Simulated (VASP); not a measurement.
A run of VASP 6.6.1 is set up as follows.

INCAR

```
PREC     = Accurate       # precision mode
ENCUT    = 520            # plane-wave cutoff, eV
EDIFF    = 1E-7           # SCF threshold, eV
ISMEAR   = -1             # smearing method
SIGMA    = 0.05           # smearing width, eV
LREAL    = F              # projectors in reciprocal space
LASPH    = T              # aspherical terms in the spheres
NELM     = 150            # most SCF steps
ALGO     = Normal         # electronic algorithm
ISIF     = 2              # what is computed and relaxed
LWAVE    = F              # write WAVECAR
LCHARG   = T              # write CHGCAR
ISPIN    = 2              # spin polarisation
MAGMOM   = 2              # initial moments
LORBIT   = 11             # projections on sites
LMAXMIX  = 4              # l up to which the mixer works
GGA      = PE             # functional
LELF     = T              # ELF
LVHAR    = T            
NBANDS   = 14             # bands
```

File KPOINTS:

```
regular mesh
0
Gamma
  13 13 13
```

File POSCAR:

```
Co
1.0
   -1.4162930000      1.3836180000      1.4262450000
    1.4125490000     -1.3717320000      1.4106140000
    1.4131360000      1.3685750000     -1.4143590000
Co
1
Direct
   -0.0071360000     -0.0030130000     -0.0029040000
```

Potentials or basis: VASP PAW PBE potentials, release 64 (Co).

Launch:

```console
$ cat potpaw_PBE.64/Co/POTCAR > POTCAR
$ mpirun -np 1 vasp_std > vasp.out
```

(1) What does it give for the pressure?

(2) What does it give for the net moment?

Answers

(1) -0.3 GPa.

(2) 1.69 μB per cell.
